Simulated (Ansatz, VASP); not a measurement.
## One calculation of MgI2, two programs

```
CELL_PARAMETERS angstrom
4.15370 0.00000 0.00000
-2.07685 3.59721 0.00000
0.00000 0.00000 6.86200
ATOMIC_POSITIONS crystal
Mg 0.05035 0.03686 0.00000
I 0.33333 0.66667 0.75763
I 0.66667 0.33333 0.24237
```

Change from the starting cell: all Mg atoms moved +0.188 Å, as atom 1 along Cartesian [1 1 0].

Alike in both runs: task single point; functional PBE; k mesh 6 × 6 × 4; occupations gaussian, width 0.05 eV; no spin polarisation.

|  | VASP | Ansatz |
| --- | --- | --- |
| version | VASP 6.6.1 | Ansatz 0.2.0 |
| potentials or method | VASP PAW PBE potentials, release 64 (Mg, I) | scalar-relativistic, plane waves, PAW |
| plane-wave cutoff (eV) | 520 | 420 |
| valence electrons in the cell | 16 | 44 |

Ansatz gave:

* gap on the k mesh at the Fermi level (eV): 3.52
* least direct gap on the mesh (eV): 3.70
* pressure (GPa): 1.6
* largest component of the traceless stress (GPa): 0.34
* rms of the force components (eV/Å): 0.208

**Question.** Which values does VASP return?

**Answer.** gap on the k mesh at the Fermi level (eV): 3.50; least direct gap on the mesh (eV): 3.68; pressure (GPa): 1.5; largest component of the traceless stress (GPa): 0.35; rms of the force components (eV/Å): 0.208.

Atom by atom the forces differ by 0.004 eV/Å (rms over components). The two sets of potentials don't hold the same shells in valence.

Caveats: spin-orbit coupling is left out, which moves the levels of the heavy elements. A k mesh can miss the band edges.
